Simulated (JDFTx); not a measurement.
Runs of JDFTx 1.7.0 (patched build) on Re. The structure is hexagonal, space group P6_3/mmc (No. 194). Conventional cell: a = 2.761 Å, b = 2.761 Å, c = 4.458 Å, α = 90.00°, β = 90.00°, γ = 120.00°. Re (site symmetry -6m2) is surrounded by 12 Re at 2.74 to 2.76 Å. 

| level | potentials or basis | k mesh | cutoff (eV) | mesh quality | V0 of scaled cells (Å³/atom) | B0 (GPa) |
| --- | --- | --- | --- | --- | --- | --- |
| PBEsol | PseudoDojo-SR-PBEsol-0.4.1-standard | 11 × 11 × 6 | 980 | not flagged | 14.55 | (b) |
| r2SCAN | SG15-PBE-1.2 | 6 × 6 × 3 | 1088 | coarse | (a) | 393 |
| LDA | PseudoDojo-SR-LDA-0.4.1-standard | 11 × 11 × 6 | 980 | not flagged | 14.30 | (c) |
| RPBE | PseudoDojo-SR-PBE-0.5-standard | 11 × 11 × 6 | 980 | not flagged | 15.11 | 352 |

Alike in all rows: task equation of state; no spin polarisation; cell as given; smearing fermi-dirac 0.05 eV.

Task: Fill in the values left out.

Result: (a) 14.75; (b) 389; (c) 404.

Caveats: some runs use coarse meshes; the cell was scaled at fixed shape and fractional positions, which overstates the stiffness of a crystal with free parameters, most of all of layers and chains; the potentials were made for another functional, which shifts forces and pressure (some runs).

Runs at the PBE level aren't shown here.
